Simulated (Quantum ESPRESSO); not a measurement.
# Ru (P6_3/mmc) in Quantum ESPRESSO: notebook

One crystal, Ru, is run at these levels: PBEsol, LDA, LDA+U; tasks: phonons, Hubbard U by linear response, Wannier functions.

Program: Quantum ESPRESSO 7.5. These are calculated values, not measurements. Logs are shortened: lines on timing, memory, paths and dates and some standing lists are left out, and cuts for length are marked.

## (1) Starting point

Symmetry: P6_3/mmc, No. 194, hexagonal system. The conventional cell has a = 2.706 Å, b = 2.706 Å, c = 4.282 Å, α = 90.00°, β = 90.00°, γ = 120.00°. Ru (site symmetry -6m2) has 12 Ru at 2.65 to 2.71 Å as nearest neighbours.

## (2) Phonons, PBEsol

pw.in

```
&CONTROL
  calculation = 'scf'
  prefix = 'pwscf'
  outdir = './tmp'
  pseudo_dir = './pseudo'
  tprnfor = .true.
  tstress = .true.
  disk_io = 'low'
/
&SYSTEM
  ibrav = 0
  celldm(1) = 8
  nat = 2
  ntyp = 1
  ecutwfc = 84
  nbnd = 24
  occupations = 'smearing'
  smearing = 'mp'
  degauss = 0.00999582
/
&ELECTRONS
  conv_thr = 4d-10
  electron_maxstep = 120
  mixing_beta = 0.5
/
ATOMIC_SPECIES
Ru   101.0700 Ru.upf
CELL_PARAMETERS alat
  0.6391526185016   0.0000000000000   0.0000000000000
 -0.3195763092508   0.5535224045272   0.0000000000000
  0.0000000000000   0.0000000000000   1.0114522866294
ATOMIC_POSITIONS crystal
Ru     0.6666666667    0.3333333333    0.7500000000
Ru     0.3333333333    0.6666666667    0.2500000000
K_POINTS automatic
11 11 6 0 0 0
```

scf2.in

```
&CONTROL
  calculation = 'scf'
  prefix = 'pwscf'
  outdir = './tmp'
  pseudo_dir = './pseudo'
  tprnfor = .true.
  tstress = .true.
  disk_io = 'low'
/
&SYSTEM
  ibrav = 0
  celldm(1) = 8
  nat = 2
  ntyp = 1
  ecutwfc = 84
  nbnd = 24
  occupations = 'smearing'
  smearing = 'mp'
  degauss = 0.00999582
/
&ELECTRONS
  conv_thr = 1d-13
  electron_maxstep = 120
  mixing_beta = 0.5
  startingpot = 'file'
  startingwfc = 'file'
/
ATOMIC_SPECIES
Ru   101.0700 Ru.upf
CELL_PARAMETERS alat
  0.6391526185016   0.0000000000000   0.0000000000000
 -0.3195763092508   0.5535224045272   0.0000000000000
  0.0000000000000   0.0000000000000   1.0114522866294
ATOMIC_POSITIONS crystal
Ru     0.6666666667    0.3333333333    0.7500000000
Ru     0.3333333333    0.6666666667    0.2500000000
K_POINTS automatic
11 11 6 0 0 0
```

ph.in

```
phonons of Ru
&INPUTPH
  prefix = 'pwscf'
  outdir = './tmp'
  tr2_ph = 1d-18
  fildyn = 'dyn'
  niter_ph = 90
  alpha_mix(1) = 0.4
/
0.0000000000 0.0000000000 0.0000000000
```

dynmat.in

```
&INPUT
  fildyn = 'dyn'
  asr = 'crystal'
  filout = 'dynmat.disp'
  fileig = 'dynmat.eig'
/
```

Potentials or basis: PseudoDojo 0.4.1 SR PBEsol standard.

Started as:

```
> OMP_NUM_THREADS=1 pw.x -in pw.in > pw.out
> OMP_NUM_THREADS=1 pw.x -in scf2.in > scf2.out
> OMP_NUM_THREADS=1 ph.x -in ph.in > ph.out
> OMP_NUM_THREADS=1 dynmat.x -in dynmat.in > dynmat.out
```

pw.out:

```text
This program is part of the open-source Quantum ESPRESSO suite
     for quantum simulation of materials; please cite
[... 9 lines left out ...]
     --------------------
     sticks:   dense  smooth     PW     G-vecs:    dense   smooth      PW
     Sum         595     595    187                18953    18953    3091

     Using Slab Decomposition

     bravais-lattice index     =            0
     lattice parameter (alat)  =       8.0000  a.u.
     unit-cell volume          =     183.2125 (a.u.)^3
     number of atoms/cell      =            2
     number of atomic types    =            1
     number of electrons       =        32.00
     number of Kohn-Sham states=           24
     kinetic-energy cutoff     =      84.0000  Ry
     charge density cutoff     =     336.0000  Ry
     scf convergence threshold =      4.0E-10
     mixing beta               =       0.5000
     number of iterations used =            8  plain     mixing
     Exchange-correlation= PBESOL
                           (   1   4  10   8   0   0   0)

     celldm(1)=   8.000000  celldm(2)=   0.000000  celldm(3)=   0.000000
     celldm(4)=   0.000000  celldm(5)=   0.000000  celldm(6)=   0.000000

     crystal axes: (cart. coord. in units of alat)
               a(1) = (   0.639153   0.000000   0.000000 )
               a(2) = (  -0.319576   0.553522   0.000000 )
               a(3) = (   0.000000   0.000000   1.011452 )

     reciprocal axes: (cart. coord. in units 2 pi/alat)
               b(1) = (  1.564572  0.903306 -0.000000 )
               b(2) = (  0.000000  1.806612  0.000000 )
               b(3) = (  0.000000 -0.000000  0.988677 )

     PseudoPot. # 1 for Ru read from file:
     Ru.upf
     Pseudo is Norm-conserving + core correction, Zval = 16.0
     Generated using ONCVPSP code by D. R. Hamann
     Using radial grid of 1584 points,  6 beta functions with:
                l(1) =   0
                l(2) =   0
                l(3) =   1
                l(4) =   1
                l(5) =   2
                l(6) =   2

     atomic species   valence    mass     pseudopotential
     Ru               16.00   101.07000     Ru( 1.00)

     24 Sym. Ops., with inversion, found (12 have fractional translation)

   Cartesian axes

     site n.     atom                  positions (alat units)
         1        Ru     tau(   1) = (   0.3195763   0.1845075   0.7585892  )
         2        Ru     tau(   2) = (  -0.0000000   0.3690149   0.2528631  )

     number of k points=    64  Methfessel-Paxton smearing, width (Ry)=  0.0100
                       cart. coord. in units 2pi/alat
        k(    1) = (   0.0000000   0.0000000   0.0000000), wk =   0.0027548
        k(    2) = (   0.0000000   0.0000000   0.1647796), wk =   0.0055096
        k(    3) = (   0.0000000   0.0000000   0.3295591), wk =   0.0055096
        k(    4) = (   0.0000000   0.0000000  -0.4943387), wk =   0.0027548
        k(    5) = (   0.0000000   0.1642374   0.0000000), wk =   0.0165289
        k(    6) = (   0.0000000   0.1642374   0.1647796), wk =   0.0330579
[... 56 lines left out ...]
        k(   63) = (   0.4267013   0.9033058   0.3295591), wk =   0.0330579
        k(   64) = (   0.4267013   0.9033058  -0.4943387), wk =   0.0165289

     Dense  grid:    18953 G-vectors     FFT dimensions: (  30,  30,  48)

     Initial potential from superposition of free atoms

     starting charge      31.9986, renormalised to      32.0000
     Starting wfcs are   20 randomized atomic wfcs +    4 random wfcs

     Self-consistent Calculation

     iteration #  1     ecut=    84.00 Ry     beta= 0.50
     Davidson diagonalization with overlap
     ethr =  1.00E-02,  avg # of iterations =  4.0

     Threshold (ethr) on eigenvalues was too large:
     Diagonalizing with lowered threshold

     Davidson diagonalization with overlap
     ethr =  9.03E-04,  avg # of iterations =  1.2

     total energy              =    -404.02685528 Ry
     estimated scf accuracy    <       0.29474257 Ry

     iteration #  2     ecut=    84.00 Ry     beta= 0.50
     Davidson diagonalization with overlap
     ethr =  9.21E-04,  avg # of iterations =  2.1

     total energy              =    -404.09305452 Ry
     estimated scf accuracy    <       0.00801410 Ry

     iteration #  3     ecut=    84.00 Ry     beta= 0.50
     Davidson diagonalization with overlap
     ethr =  2.50E-05,  avg # of iterations =  3.7

     total energy              =    -404.09381038 Ry
     estimated scf accuracy    <       0.00110302 Ry

     iteration #  4     ecut=    84.00 Ry     beta= 0.50
     Davidson diagonalization with overlap
     ethr =  3.45E-06,  avg # of iterations =  2.9

     total energy              =    -404.09389357 Ry
     estimated scf accuracy    <       0.00002802 Ry

     iteration #  5     ecut=    84.00 Ry     beta= 0.50
     Davidson diagonalization with overlap
     ethr =  8.76E-08,  avg # of iterations =  2.0

     total energy              =    -404.09389783 Ry
     estimated scf accuracy    <       0.00000149 Ry

     iteration #  6     ecut=    84.00 Ry     beta= 0.50
     Davidson diagonalization with overlap
     ethr =  4.66E-09,  avg # of iterations =  2.0

     total energy              =    -404.09389818 Ry
     estimated scf accuracy    <       0.00000028 Ry

     iteration #  7     ecut=    84.00 Ry     beta= 0.50
     Davidson diagonalization with overlap
     ethr =  8.78E-10,  avg # of iterations =  1.9

     total energy              =    -404.09389821 Ry
     estimated scf accuracy    <       0.00000002 Ry

     iteration #  8     ecut=    84.00 Ry     beta= 0.50
     Davidson diagonalization with overlap
     ethr =  5.34E-11,  avg # of iterations =  2.0

     End of self-consistent calculation

          k = 0.0000 0.0000 0.0000 (  2369 PWs)   bands (ev):

   -49.5166 -49.3108 -20.0315 -19.0898 -19.0898 -18.9184 -18.9184 -18.8773
    15.4911  17.3131  20.9507  20.9507  21.1249  21.6375  21.6375  22.1686
    22.1686  24.7581  24.7581  24.7844  33.8296  38.5949  41.1818  41.8039

          k = 0.0000 0.0000 0.1648 (  2381 PWs)   bands (ev):

   -49.5031 -49.3248 -19.9575 -19.0785 -19.0785 -18.9583 -18.9300 -18.9300
    15.7987  17.4113  20.7988  20.7988  20.9756  21.4623  21.4623  22.5635
    22.5635  23.8308  24.7643  24.7643  35.1066  38.1073  40.9940  42.2381

          k = 0.0000 0.0000 0.3296 (  2406 PWs)   bands (ev):

   -49.4658 -49.3629 -19.7532 -19.1767 -19.0473 -19.0473 -18.9616 -18.9616
    16.6076  17.5964  20.6767  20.6767  20.6824  21.0949  21.0949  22.0495
    23.3456  23.3456  24.6128  24.6128  37.7205  37.7985  39.8246  43.2286

          k = 0.0000 0.0000-0.4943 (  2388 PWs)   bands (ev):

   -49.4146 -49.4146 -19.4684 -19.4684 -19.0045 -19.0045 -19.0045 -19.0045
    17.4313  17.4313  20.7843  20.7843  20.7843  20.7843  20.8128  20.8128
    24.1141  24.1141  24.1141  24.1141  38.1367  38.1367  41.4985  41.4985

          k = 0.0000 0.1642 0.0000 (  2379 PWs)   bands (ev):

   -49.5046 -49.3061 -20.0032 -19.1497 -19.1100 -18.9804 -18.9267 -18.8904
    15.7941  17.5427  20.4877  21.2000  21.4612  21.5735  21.8337  21.8668
    21.9850  23.0992  24.8705  26.8910  33.7830  39.0892  41.5208  42.1931

          k = 0.0000 0.1642 0.1648 (  2385 PWs)   bands (ev):

   -49.4915 -49.3196 -19.9344 -19.1358 -19.0978 -19.0304 -18.9391 -18.9294
    16.0895  17.6526  20.4812  20.9987  21.0661  21.1961  21.6745  22.3895
    22.4547  22.9108  24.8483  26.1819  35.1039  38.6156  41.3378  42.4474

          k = 0.0000 0.1642 0.3296 (  2400 PWs)   bands (ev):

   -49.4556 -49.3563 -19.7448 -19.2157 -19.0963 -19.0645 -18.9858 -18.9729
    16.8742  17.8715  20.4424  20.5868  20.6551  20.8646  21.3027  21.9142
    23.2741  23.4084  24.6345  25.1815  37.6997  38.2863  40.2262  43.1024

          k = 0.0000 0.1642-0.4943 (  2402 PWs)   bands (ev):

   -49.4061 -49.4061 -19.4816 -19.4816 -19.0428 -19.0428 -19.0188 -19.0188
    17.7101  17.7101  20.1841  20.1841  20.9821  20.9821  21.0511  21.0511
    24.0788  24.0788  24.3153  24.3153  38.4973  38.4973  41.6040  41.6040

          k = 0.0000 0.3285 0.0000 (  2383 PWs)   bands (ev):

   -49.4716 -49.2943 -19.9228 -19.3103 -19.1622 -19.1431 -18.9504 -18.9301
    16.6050  18.0384  19.9715  20.6779  21.2074  21.5650  21.9141  22.1951
    22.3327  22.5187  25.0989  29.1865  33.6362  39.4381  41.6903  42.5849

          k = 0.0000 0.3285 0.1648 (  2390 PWs)   bands (ev):

   -49.4599 -49.3063 -19.8722 -19.2878 -19.1945 -19.1482 -18.9648 -18.9557
    16.8409  18.1796  20.0241  20.3816  20.9323  21.3565  21.9800  22.2111
    22.5131  22.8295  25.0143  28.0215  35.1223  39.3303  41.2254  41.6616

          k = 0.0000 0.3285 0.3296 (  2398 PWs)   bands (ev):

   -49.4277 -49.3391 -19.7331 -19.3478 -19.2114 -19.1098 -19.0253 -19.0039
    17.4769  18.5043  19.6901  20.1630  20.4885  21.3038  21.6332  21.8846
    23.2216  23.6569  24.6741  26.2822  37.6346  39.2237  40.7583  41.5734

          k = 0.0000 0.3285-0.4943 (  2406 PWs)   bands (ev):

   -49.3835 -49.3835 -19.5410 -19.5410 -19.1197 -19.1197 -19.0570 -19.0570
    18.2739  18.2739  19.6342  19.6342  20.9662  20.9662  21.5064  21.5064
    24.0309  24.0309  24.8238  24.8238  39.1475  39.1475  41.2249  41.2249
[... 267 lines left out ...]
   -49.3257 -49.2767 -19.7064 -19.5942 -19.4886 -19.4282 -19.2539 -19.2159
    18.0844  18.8576  19.0851  19.8285  20.4166  21.1916  22.1554  23.9215
    25.0814  25.1234  28.2465  32.0605  32.7690  35.6006  36.8656  39.3135

          k = 0.4267 0.7391 0.1648 (  2382 PWs)   bands (ev):

   -49.3224 -49.2800 -19.7128 -19.7041 -19.4871 -19.3726 -19.2591 -19.1477
    18.1645  18.8822  19.2590  19.4112  20.9292  20.9512  22.0937  23.9412
    24.4885  25.2726  28.4999  31.9043  33.3002  34.6076  37.7843  39.0109

          k = 0.4267 0.7391 0.3296 (  2373 PWs)   bands (ev):

   -49.3134 -49.2889 -19.7960 -19.7618 -19.5021 -19.3675 -19.1711 -19.0773
    18.3134  18.6758  19.4180  19.7344  20.5344  21.2133  22.0321  23.1364
    24.4729  25.3929  28.9876  30.9186  34.5453  34.7194  37.1619  37.4658

          k = 0.4267 0.7391-0.4943 (  2360 PWs)   bands (ev):

   -49.3012 -49.3012 -19.8116 -19.8116 -19.4409 -19.4409 -19.0835 -19.0835
    18.4538  18.4538  19.7608  19.7608  20.8082  20.8082  22.2765  22.2765
    25.0829  25.0829  29.7486  29.7486  35.7885  35.7885  36.1027  36.1027

          k = 0.4267 0.9033 0.0000 (  2388 PWs)   bands (ev):

   -49.3062 -49.2852 -19.7209 -19.5354 -19.5196 -19.4056 -19.3031 -19.2887
    17.9620  18.9537  19.1405  19.9838  20.5426  20.9090  22.3933  24.4199
    24.8233  25.0416  29.7853  30.5261  31.9376  36.9121  38.2300  39.2554

          k = 0.4267 0.9033 0.1648 (  2375 PWs)   bands (ev):

   -49.3048 -49.2865 -19.7297 -19.6238 -19.5967 -19.3389 -19.2828 -19.1970
    18.1113  19.0202  19.1056  19.7299  20.6219  20.9996  22.3483  24.3729
    24.4740  24.9237  30.1807  30.6613  32.4633  36.1784  36.6816  38.4862

          k = 0.4267 0.9033 0.3296 (  2358 PWs)   bands (ev):

   -49.3008 -49.2903 -19.7867 -19.7437 -19.5773 -19.4067 -19.1460 -19.1000
    18.3875  18.9781  19.2690  19.4882  20.6818  21.0478  22.3087  23.1840
    24.6319  24.9887  30.8762  31.0269  33.7303  35.0636  35.2589  37.0196

          k = 0.4267 0.9033-0.4943 (  2358 PWs)   bands (ev):

   -49.2956 -49.2956 -19.8044 -19.8044 -19.4956 -19.4956 -19.0780 -19.0780
    18.6431  18.6431  19.5501  19.5501  20.8153  20.8153  22.4602  22.4602
    24.8519  24.8519  31.2834  31.2834  34.3959  34.3959  35.5743  35.5743

     the Fermi energy is    23.4805 ev

!    total energy              =    -404.09389821 Ry
     estimated scf accuracy    <          2.7E-10 Ry
     smearing contrib. (-TS)   =      -0.00003015 Ry
     internal energy E=F+TS    =    -404.09386806 Ry

     The total energy is F=E-TS. E is the sum of the following terms:
     one-electron contribution =     -64.78193170 Ry
     hartree contribution      =      56.55283191 Ry
     xc contribution           =     -67.88035539 Ry
     ewald contribution        =    -327.98441288 Ry

     convergence has been achieved in   8 iterations

     Forces acting on atoms (cartesian axes, Ry/au):

     atom    1 type  1   force =     0.00000000    0.00000000    0.00000000
     atom    2 type  1   force =     0.00000000   -0.00000000    0.00000000

     Total force =     0.000000     Total SCF correction =     0.000000

     Computing stress (Cartesian axis) and pressure

          total   stress  (Ry/bohr**3)                   (kbar)     P=      -56.67
  -0.00037634  -0.00000000   0.00000000          -55.36       -0.00        0.00
   0.00000000  -0.00037634   0.00000000            0.00      -55.36        0.00
   0.00000000   0.00000000  -0.00040300            0.00        0.00      -59.28

=------------------------------------------------------------------------------=
   JOB DONE.
=------------------------------------------------------------------------------=
```

Run time: 15 min. Hardware: 1 thread of Intel Xeon Platinum 8259CL at 2.50GHz (Skylake/Cascade Lake), shared host; peak memory 0.1 GiB.

Results:

| Property | Result |
| --- | --- |
| Free energy | -5497.9776 eV |
| Pressure after relaxing | -5.7 GPa |
| Band gap on the k mesh | none (metal or under the smearing width) |
| Highest phonon frequency at Γ | 254 cm⁻¹ |

Levels at points of the mesh, in eV from the Fermi level:
```csv
k point,band 12,band 13,band 14,band 15,band 16,band 17,band 18,band 19,band 20,band 21
"(0.00, 0.00, 0.00)",-2.53,-2.36,-1.84,-1.84,-1.31,-1.31,1.28,1.28,1.30,10.35
"(0.00, 0.00, -0.50)",-2.70,-2.70,-2.70,-2.67,-2.67,0.63,0.63,0.63,0.63,14.66
```

Phonon frequencies in cm⁻¹ (negative: imaginary):
```
              q point              frequencies
(0.000, 0.000, 0.000)  -19 -19 -19 191 191 254
```

Optical modes at Γ, degenerate ones joined:
| cm⁻¹ | components | symmetry | active in |
| --- | --- | --- | --- |
| 191 | 2 | E2g | Raman |
| 254 | 1 | B1g | silent |

Caveat: the mesh is thin for the phonons of a metal; the cell is more than 3 GPa from zero pressure, which shifts response properties.

(Continued in part 2 of 4.)
